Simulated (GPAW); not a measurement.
Runs of GPAW 26.7.0 on MnS. The structure is cubic, space group F-43m (No. 216). Conventional cell: a = 4.947 Å, b = 4.947 Å, c = 4.947 Å, α = 90.00°, β = 90.00°, γ = 90.00°. Around Mn (site symmetry -43m) lie 4 S at 2.14 Å. S (site symmetry -43m) has 4 Mn at 2.14 Å as nearest neighbours. The cell is a database's computed one.

```csv
task,level,potentials or basis,cell,smearing,optimizer,fmax,max steps,convergence,band path,gap on the mesh (eV),pressure (GPa),moment (μB),relaxed volume (Å³/atom)
relaxation of cell and atoms,PBEsol,"PAW data sets generated in the run's folder for this functional, pw",relaxed,fermi-dirac 0.05 eV,LBFGS,0.02 eV/Å,60,density=1e-05 forces=0.0001,-,none,0.0,0.20,14.89
single point,PBE,"GPAW PAW data sets (gpaw-data 1.2.1), pw",as given,gaussian 0.011 eV,-,-,-,-,-,none,(c),0.22,-
band structure,LDA,"the program's PAW data sets (release 1.2.1) made for this functional, pw",as given,fermi-dirac 0.05 eV,-,-,-,-,"GXWKGLUWLK,UX",-,-7.2,0.12,-
band structure,PBEsol,"PAW data sets generated in the run's folder for this functional, pw",as given,fermi-dirac 0.05 eV,-,-,-,-,"GXWKGLUWLK,UX",-,-2.3,0.22,-
band structure,RPBE,"the program's PAW data sets (release 1.2.1) made for this functional, pw",as given,fermi-dirac 0.05 eV,-,-,-,-,"GXWKGLUWLK,UX",-,7.8,0.20,-
relaxation of cell and atoms,revPBE+D4,"the program's PAW data sets (release 1.2.1) made for this functional, pw",relaxed,fermi-dirac 0.05 eV,FIRE,0.02 eV/Å,100,density=1e-05 forces=0.0001,-,none,0.1,(b),(d)
relaxation of cell and atoms,RPBE+D4,"the program's PAW data sets (release 1.2.1) made for this functional, pw",relaxed,fermi-dirac 0.05 eV,BFGS,0.02 eV/Å,40,density=1e-05 forces=0.0001,-,none,0.1,0.17,14.75
relaxation of cell and atoms,PBE,"GPAW PAW data sets (gpaw-data 1.2.1), pw",relaxed to -2 GPa,fermi-dirac 0.05 eV,BFGS,0.01 eV/Å,40,density=1e-05 forces=0.0001,-,none,-2.0,(a),-
```

Alike in all rows: spin collinear, ferromagnetic start; k mesh 9 × 9 × 9; cutoff (eV) 600.

**Question.** Fill in the values left out.

**Answer.** (a) 0.24; (b) 0.18; (c) 3.8; (d) 14.79.

Caveats: the moment fell far below its start of 4 μB, so a state of higher moment may lie lower in energy; semilocal functionals often make such compounds metallic where correlation or magnetic order opens a gap, which also shifts bond lengths; each step starts from the last one's moments, so a moment once lost doesn't come back (some runs); later steps reuse the first step's grids (some runs); pairwise dispersion overbinds metals, which lowers pressure and volume (some runs).

A gap of «none» marks a metal or a gap under the smearing width.
